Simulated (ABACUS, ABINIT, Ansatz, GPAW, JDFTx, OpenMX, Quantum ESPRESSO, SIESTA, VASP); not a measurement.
## KCl: 10 runs at one level of theory

```
CELL_PARAMETERS angstrom
0.00000 3.14647 3.14647
3.14647 0.00000 3.14647
3.14647 3.14647 0.00000
ATOMIC_POSITIONS crystal
K 0.00000 0.00000 0.00000
Cl 0.50000 0.50000 0.50000
```

Alike in all runs: task single point; functional PBE; k mesh 7 × 7 × 7; occupations fermi-dirac, width 0.05 eV; no spin polarisation; no spin-orbit coupling. Pressure is positive in compression and, in plane waves, holds the error of the finite cutoff, which Ansatz's Pulay term estimates and takes out.

| program and potentials | plane-wave cutoff (eV) | notes | pressure (GPa) |
| --- | --- | --- | --- |
| ABINIT, JTH PAW PBE v2.0 | 680 | - | 0.84 |
| Ansatz, all-electron LAPW, scalar-relativistic | - | - | 0.76 |
| OpenMX, OpenMX 2013 PBE set, K10.0-s3p2d1, Cl7.0-s2p2d1f1, grid cutoff 260 Ry | - | atomic basis | 0.89 |
| ABACUS, PseudoDojo NC SR 0.4.1 PBE standard, plane waves | 1007 | - | 0.74 |
| SIESTA, files PseudoDojo sr-pbe-0.4.1-standard, DZP (energy shift 0.003 Ry; two zetas on semicore shells; d shell added on K) | - | atomic basis | 0.72 |
| GPAW, GPAW PAW data sets (gpaw-data 1.2.1) | 600 | - | 0.69 |
| VASP, PBE PAW files Cl, K_sv, 520 eV | 520 | - | ? |
| JDFTx, PseudoDojo-SR-PBE-0.5-standard | 1007 | - | 0.74 |
| Quantum ESPRESSO, SSSP 1.3 efficiency PBE | 816 | - | 0.73 |
| Ansatz, Ansatz PAW (earlier soft set) | 420 | - | 0.76 |

**Question.** Estimate from the other rows what the run with VASP, PBE PAW files Cl, K_sv, 520 eV gave.

**Answer.** Pressure 0.78 GPa. The other rows, which needn't bracket it: pressure 0.69 to 0.89.
